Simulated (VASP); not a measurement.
# Os (Fm-3m) in VASP: single point with LDA

Aim: the single point of Os with LDA.

All numbers are computed with VASP 6.6.1; they aren't measurements. Logs are shortened: lines on timing, memory, paths and dates and some standing lists are left out, and cuts for length are marked.

### 1 The structure

It takes space group Fm-3m (No. 225, cubic). Conventional cell: a = 3.802 Å, b = 3.802 Å, c = 3.802 Å, α = 90.00°, β = 90.00°, γ = 90.00°. Os (site symmetry m-3m) has 12 Os at 2.69 Å as nearest neighbours.

The cell was built by a generator and needn't be a form met in nature.

### 2 Single point, LDA

Input file INCAR:

```
PREC = Accurate
ENCUT = 520
EDIFF = 1E-7
ISMEAR = -1
SIGMA = 0.13605693000000002
LREAL = F
LASPH = T
NELM = 80
ALGO = Normal
ISIF = 2
LWAVE = F
LCHARG = F
NBANDS = 10
```

Input file KPOINTS:

```
regular mesh
0
Gamma
  15 15 15
```

Input file POSCAR:

```
Os
1.0
    0.0000000000      1.9007845329      1.9007845329
    1.9007845329      0.0000000000      1.9007845329
    1.9007845329      1.9007845329      0.0000000000
Os
1
Direct
    0.0000000000      0.0000000000      0.0000000000
```

Potentials or basis: VASP PAW LDA potentials, release 64 (Os).

Command:

```console
$ cat potpaw_LDA.64/Os/POTCAR > POTCAR
$ mpirun -np 1 vasp_std > vasp.out
```

OUTCAR:

```text
PREC = Accurate
   ENCUT = 520
   EDIFF = 1E-7
   ISMEAR = -1
   LREAL = F
   LASPH = T
   NELM = 80
   ISIF = 2

 ion  position               nearest neighbor table
   1  0.000  0.000  0.000-

  LATTYP: Found a face centered cubic cell.
 ALAT       =     3.8015690658

  Lattice vectors:

 A1 = (   0.0000000000,   1.9007845329,   1.9007845329)
 A2 = (   1.9007845329,   0.0000000000,   1.9007845329)
 A3 = (   1.9007845329,   1.9007845329,   0.0000000000)

Analysis of symmetry for initial positions (statically):
=====================================================================
 Subroutine PRICEL returns:
 Original cell was already a primitive cell.

 Routine SETGRP: Setting up the symmetry group for a
 face centered cubic supercell.

 Subroutine GETGRP returns: Found 48 space group operations
 (whereof 48 operations were pure point group operations)
 out of a pool of 48 trial point group operations.

The static configuration has the point symmetry O_h .

Analysis of symmetry for dynamics (positions and initial velocities):
=====================================================================
 Subroutine PRICEL returns:
 Original cell was already a primitive cell.

 Routine SETGRP: Setting up the symmetry group for a
 face centered cubic supercell.

 Subroutine GETGRP returns: Found 48 space group operations
 (whereof 48 operations were pure point group operations)
 out of a pool of 48 trial point group operations.

The dynamic configuration has the point symmetry O_h .

 Subroutine INISYM returns: Found 48 space group operations
 (whereof 48 operations are pure point group operations),
 and found     1 'primitive' translations

----------------------------------------------------------------------------------------

                                     Primitive cell

  volume of cell :      13.7350

  direct lattice vectors                    reciprocal lattice vectors
     0.000000000  1.900784533  1.900784533    -0.263049279  0.263049279  0.263049279
     1.900784533  0.000000000  1.900784533     0.263049279 -0.263049279  0.263049279
     1.900784533  1.900784533  0.000000000     0.263049279  0.263049279 -0.263049279

  length of vectors
     2.688115266  2.688115266  2.688115266     0.455614715  0.455614715  0.455614715

  position of ions in fractional coordinates (direct lattice)
     0.000000000  0.000000000  0.000000000

[... 78 lines left out ...]
   NSW    =      0    number of steps for IOM
   IBRION =     -1    ionic relax: 0-MD 1-quasi-New 2-CG
   NFREE  =      0    steps in history (QN), initial steepest desc. (CG)
   ISIF   =      2    stress and relaxation
   ISYM   =      2    0-nonsym 1-usesym 2-fastsym
   POTIM  = 0.5000    time-step for ionic-motion
   TEBEG  =    0.0;   TEEND  =   0.0 temperature during run
   PSTRESS=    0.0 pullay stress
   NELECT =       8.0000    total number of electrons
   NUPDOWN=      -1.0000    fix difference up-down
   EMIN   =  10.00;   EMAX   =-10.00  energy-range for DOS
   EFERMI =   0.00;   METHOD = LEGACY
   ISMEAR =    -1;   SIGMA  =   0.14  broadening in eV -4-tet -1-fermi 0-gaus
   EFERMI_NEDOS =   21; number of points for ismear=-14 and -15
   IALGO  =     38    algorithm
   IMIX   =      4    mixing-type and parameters
     AMIX     =   0.40;   BMIX     =  1.00
     AMIX_MAG =   1.60;   BMIX_MAG =  1.00
  volume/ion in A,a.u.               =      13.74        92.69
  Fermi-wavevector in a.u.,A,eV,Ry     =   1.367189  2.583613 25.432094  1.869206
  Thomas-Fermi vector in A             =   2.493264
   LORBIT       =      0    0 simple, 1 ext, 2 COOP (PROOUT), +10 PAW based schemes
   GGA     = CA    functional components
   LHFCALC =     F    Hartree Fock is set to
   AEXX    =    0.0000 exact exchange contribution
   IVDW    =     0    specifies the selected vdW correction
   LEPSILON=     F    determine dielectric tensor
   LRPA    =     F    only Hartree local field effects (RPA)
 non-spin polarized calculation
  energy-cutoff  :      520.00
  volume of cell :       13.74
 maximum number of plane-waves:       378
   NGX =  9   NGY =  9   NGZ =  9

 number of electron       7.9999999 magnetization

 Free energy of the ion-electron system (eV)
  ---------------------------------------------------
  ext. energy  EPLUGINS =         0.00000000
  ---------------------------------------------------
  free energy    TOTEN  =       -12.54031987 eV

  energy without entropy =      -12.49932088  energy(sigma->0) =      -12.51982038

 E-fermi :   9.5553     XC(G=0): -14.2819

 val. band max:        9.5449992203   @ k =  -0.4000   0.3333   0.0000
 cond. band min:       9.5941383580   @ k =  -0.2667   0.0667   0.0000
 fundamental gap:      0.0491391377
 Fermi energy:         9.5552710329

 k-point     1 :       0.0000    0.0000    0.0000
  band No.  band energies     occupation
      1      -1.3608      2.00000
      2       6.4525      2.00000
      3       6.4525      2.00000
      4       6.4525      2.00000
      5       9.6014      0.83207
      6       9.6014      0.83207
      7      23.8693      0.00000
      8      29.7509      0.00000
      9      29.7509      0.00000
     10      29.7509      0.00000
[... 287 lines left out ...]
 k-point    24 :       0.2000    0.1333    0.0000
  band No.  band energies     occupation
      1       0.4038      2.00000
      2       5.2103      2.00000
      3       7.3301      2.00000
      4       7.4579      2.00000
      5       8.3384      1.99974
      6      10.1427      0.02632
      7      26.9531      0.00000
      8      27.2876      0.00000
      9      30.6119      0.00000
     10      31.1445      0.00000

 [... further k-points ...]

------------------------ aborting loop because EDIFF is reached ----------------------------------------

  FORCE on cell =-STRESS in cart. coord.  units (eV):
  Direction    XX          YY          ZZ          XY          YZ          ZX
  --------------------------------------------------------------------------------------
  -------------------------------------------------------------------------------------
  Total        0.1309683      0.1309683      0.1309683      0.0000000      0.0000000     -0.0000000
  in kB       15.2773496     15.2773496     15.2773496      0.0000000      0.0000000     -0.0000000
  external PRESSURE =      15.2773496 kB  Pullay stress =       0.0000000 kB

 VOLUME and BASIS-vectors are now :
 -----------------------------------------------------------------------------
  energy-cutoff  :      520.00
  volume of cell :       13.74
      direct lattice vectors                 reciprocal lattice vectors
     0.000000000  1.900784533  1.900784533    -0.263049279  0.263049279  0.263049279
     1.900784533  0.000000000  1.900784533     0.263049279 -0.263049279  0.263049279
     1.900784533  1.900784533  0.000000000     0.263049279  0.263049279 -0.263049279

 POSITION                                       TOTAL-FORCE (eV/Angst)
 -----------------------------------------------------------------------------------
      0.00000      0.00000      0.00000        -0.000000      0.000000      0.000000
 -----------------------------------------------------------------------------------
    total drift:                                0.000000      0.000000     -0.000000

  FREE ENERGIE OF THE ION-ELECTRON SYSTEM (eV)
  ---------------------------------------------------
  free  energy   TOTEN  =       -12.5403198737 eV

  energy  without entropy=      -12.4993208826  energy(sigma->0) =      -12.51982038
```

OSZICAR:

```text
N       E                     dE             d eps       ncg     rms          rms(c)
DAV:   1     0.333527481507E+02    0.33353E+02   -0.42668E+03  2440   0.748E+02
DAV:   2    -0.122888652538E+02   -0.45642E+02   -0.43023E+02  2520   0.202E+02
DAV:   3    -0.133090614352E+02   -0.10202E+01   -0.10129E+01  2896   0.272E+01
DAV:   4    -0.133114596519E+02   -0.23982E-02   -0.23979E-02  2606   0.149E+00
DAV:   5    -0.133114667997E+02   -0.71479E-05   -0.71471E-05  2670   0.741E-02    0.242E+01
DAV:   6    -0.127101710269E+02    0.60130E+00   -0.66414E-01  2784   0.654E+00    0.107E+01
DAV:   7    -0.125457337349E+02    0.16444E+00   -0.41787E-01  2892   0.490E+00    0.783E-01
DAV:   8    -0.125419844137E+02    0.37493E-02   -0.19694E-03  2482   0.353E-01    0.420E-01
DAV:   9    -0.125403230377E+02    0.16614E-02   -0.92581E-04  2662   0.314E-01    0.335E-02
DAV:  10    -0.125403209079E+02    0.21298E-05   -0.84512E-06  2572   0.228E-02    0.117E-02
DAV:  11    -0.125403198717E+02    0.10362E-05   -0.69525E-07  2636   0.121E-02    0.254E-03
DAV:  12    -0.125403198737E+02   -0.20393E-08   -0.46498E-09  1366   0.756E-04
   1 F= -.12540320E+02 E0= -.12519820E+02  d E =-.409990E-01
```

stdout:

```text
POSCAR found type information on POSCAR Os
 POSCAR found :  1 types and       1 ions
 scaLAPACK will be used
 LDA part: xc-table for (Slater(with rela. corr.)+CA(PZ))
 , standard interpolation
 POSCAR, INCAR and KPOINTS ok, starting setup
 FFT: planning ... GRIDC
 FFT: planning ... GRID_SOFT
 FFT: planning ... GRID
 WAVECAR not read
 entering main loop
```

Wall time 5.6 s (1 thread of Intel Xeon 6975P-C (Granite Rapids), shared host); peak memory 0.13 GiB.

Results:

```
Free energy            : -12.5403 eV
Pressure               : 1.5 GPa
Band gap on the k mesh : none (metal or under the smearing width)
```

The run has no spin-orbit coupling, so splittings on Os are missing.
